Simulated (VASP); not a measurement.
Here is a VASP 6.6.1 calculation.

Contents of INCAR:

```
SYSTEM = CaSe
PREC = Accurate
ENCUT = 900
EDIFF = 1E-8
ISMEAR = 0
SIGMA = 0.05
LREAL = .FALSE.
LASPH = .TRUE.
NELM = 100
ALGO = Normal
ISIF = 2
LWAVE = .FALSE.
LCHARG = .FALSE.
METAGGA = R2SCAN
LMIXTAU = .TRUE.
ADDGRID = .FALSE.
```

KPOINTS

```
regular mesh
0
G
  11 11 11
  0 0 0
```

Contents of POSCAR:

```
CaSe
1.0
    0.0000000000      2.9560000000      2.9560000000
    2.9560000000      0.0000000000      2.9560000000
    2.9560000000      2.9560000000      0.0000000000
Se Ca
1 1
Direct
    0.5137070000      0.4880300000      0.5023060000
    0.0084580000     -0.0027510000     -0.0091450000
```

Potentials or basis: VASP PAW PBE potentials, release 64 (Se, Ca_sv).

The run is started by

```console
$ cat potpaw_PBE.64/Se/POTCAR potpaw_PBE.64/Ca_sv/POTCAR > POTCAR
$ mpirun -np 1 vasp_std > vasp.out
```

Estimate the band gap on the k mesh.

2.52 eV, indirect (least direct gap 3.46 eV).

Predict the pressure.

0.9 GPa.

What does it give for the largest force?

0.177 eV/Å.

Stress tensor (GPa, compression positive):
```
 0.87 -0.01  0.00
-0.01  1.04  0.01
 0.00  0.01  0.88
```

Caveat: the PAW data sets were made with another functional, which shifts forces and pressure a little; an odd mesh through Γ misses points on the zone boundary, where band edges often lie.
